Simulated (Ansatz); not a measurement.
# Tl: which structure is lowest?

These are results of DFT, revPBE, plane waves (420 eV) with PAW, scalar-relativistic in Ansatz, not measurements. The PAW files were generated under PBE, with cores re-solved for the functional.

Each structure is relaxed within its own symmetry, so a high-lying one may be dynamically unstable.

```
        structure  ΔE (meV/atom)  V (Å³/atom)                                     cell     magnetic state
              hcp              0        33.09   a = 3.659 Å, c = 5.708 Å (c/a = 1.560)  spin not included
              bcc              4        33.07                              a = 4.044 Å  spin not included
omega (AlB2-type)             12        33.38   a = 5.729 Å, c = 3.523 Å (c/a = 0.615)  spin not included
             dhcp             19        32.84  a = 3.615 Å, c = 11.603 Å (c/a = 3.209)  spin not included
              fcc             21        32.88                              a = 5.085 Å  spin not included
              A15             31        33.33                              a = 6.437 Å  spin not included
     simple cubic            134        36.27                              a = 3.310 Å  spin not included
          diamond            337        48.16                              a = 7.277 Å  spin not included
```

ΔE counts from hcp.

Differences under about 8 meV lie within the error of the k-point mesh.

This functional, with no dispersion term, lets the cell expand far past the measured one (hcp).
